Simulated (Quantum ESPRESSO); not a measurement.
**MoS2: zone-centre phonons under several settings**

```xyz
3
Lattice="3.2275 0.0000 0.0000 -1.6137 2.7951 0.0000 0.0000 0.0000 6.3125" Properties=species:S:1:pos:R:3 pbc="T T T"
Mo    0.0000    0.0000    3.1562
S     1.6137    0.9317    4.7008
S     0.0000    1.8634    1.6117
```

Measurements of this composition are mostly on another form, of space group No. 194.

All runs used Quantum ESPRESSO 7.5; k mesh 9 × 9 × 4; relaxed cell; no spin polarisation; cutoff 490 eV.

```csv
level,potentials,occupations,volume (Å³/atom),lowest optical mode without the field (cm⁻¹),highest optical mode without the field (cm⁻¹)
PBE,JTH 2.0 PBE,"methfessel-paxton, width 0.2 eV",19.68,227,388
LDA,JTH 2.0 LDA,"cold, width 0.2 eV",?,?,?
```

Problem. What stands in the row left open?

Solution. Volume 16.43 Å³/atom; lowest optical mode without the field 238 cm⁻¹; highest optical mode without the field 406 cm⁻¹.

Caveats: the mesh is thin for the phonons of a metal; the cutoff is low for these files, which shifts pressure and relaxed volume; the layers were relaxed without a dispersion term, so their spacing and the soft interlayer modes are unreliable; this functional lacks dispersion, which binds the layers, so the pressure and a relaxed spacing across them are unreliable (some runs).

For the row left open. Caveat: the mesh is thin for the phonons of a metal; the cutoff is low for these files, which shifts pressure and relaxed volume; the layers were relaxed without a dispersion term, so their spacing and the soft interlayer modes are unreliable.
